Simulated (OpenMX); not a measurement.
The system is HfB2.

```
Hf B
1.0
     3.14000    0.00000    0.00000
    -1.57000    2.71932    0.00000
     0.00000    0.00000    3.48000
Hf B
1 2
Direct
  0.00000 0.00000 0.00000
  0.66667 0.33333 0.50000
  0.33333 0.66667 0.50000
```

- Program: OpenMX 3.8.5
- Task: single point
- Functional: PBE
- Potentials or basis: OpenMX 2013 PBE set, Hf7.0-s3p2d2f1, B7.0-s2p2d1, grid cutoff 400 Ry
- k mesh: 11 × 11 × 9
- Occupations: fermi-dirac, width 0.05 eV
- Spin: no spin polarisation

On this cell: pressure 0.3 GPa; largest force 0.008 eV/Å; band gap on the k mesh none (metal or under the smearing width).

The same run follows on a disturbed copy (atoms moved at random, drawn with an rms of 0.05 Å):

```
Hf B
1.0
     3.14000    0.00000    0.00000
    -1.57000    2.71932    0.00000
     0.00000    0.00000    3.48000
Hf B
1 2
Direct
  0.00407 0.99622 0.99703
  0.67352 0.34355 0.49131
  0.31739 0.67513 0.48455
```

Task: What changes?

Result: The energy (extrapolated to zero smearing) moves by +22.3 meV/atom; pressure 1.1 GPa; largest force 1.349 eV/Å; band gap on the k mesh none (metal or under the smearing width).

Forces in eV/Å, atoms in the order of the input:
```
Hf  -0.681  0.525 -0.495
B   -0.603 -0.391  0.109
B    1.286 -0.133  0.386
```

Caveats: the basis of atomic orbitals isn't converged, which shifts pressures, moduli and gaps.
